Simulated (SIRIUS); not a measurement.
## Os under changes of volume

One of the cells (15.010 Å³/atom); the others are scaled copies at fixed shape and fractional positions:

```
Os
1.0
     0.00000    1.95788    1.95788
     1.95788    0.00000    1.95788
     1.95788    1.95788    0.00000
Os
1
Direct
  0.00000 0.00000 0.00000
```

This isn't the form of Os at room conditions, which is hcp.

```yaml
Program: SIRIUS 7.10.0
Functional: PBE
Potentials_or_basis: PseudoDojo 0.4.1 PBE standard (scalar relativistic)
Cutoff: 1030 eV
Density_cutoff: 4119 eV
k_mesh: 12 × 12 × 12
Occupations: fermi-dirac, width 0.05 eV
Spin: no spin polarisation
```

| volume (Å³/atom) | energy over the lowest point (meV/atom) | pressure (GPa) |
| --- | --- | --- |
| 13.833 | 18.40 | 14.0 |
| 14.127 | 1.26 | 4.9 |
| 14.422 | 0.00 | -3.3 |
| 15.010 | 38.18 | -16.9 |
| 15.305 | 74.62 | -22.6 |
| 15.599 | ? | ? |

Problem. What does the run at 15.599 Å³/atom give?

Solution. Energy over the lowest point 120.86 meV/atom; pressure -27.6 GPa.

Worked out: A Birch-Murnaghan fit of order 3 (a polynomial in V^(-2/3)) to the other rows has its minimum at 14.30 Å³/atom with B0 = V·E''(V) = 392 GPa and B' = 4.9. It gives 120.70 meV/atom at 15.599 Å³/atom, against the run's 120.86, and -dE/dV = -27.5 GPa, against -27.6.

Energies are extrapolated to zero smearing.
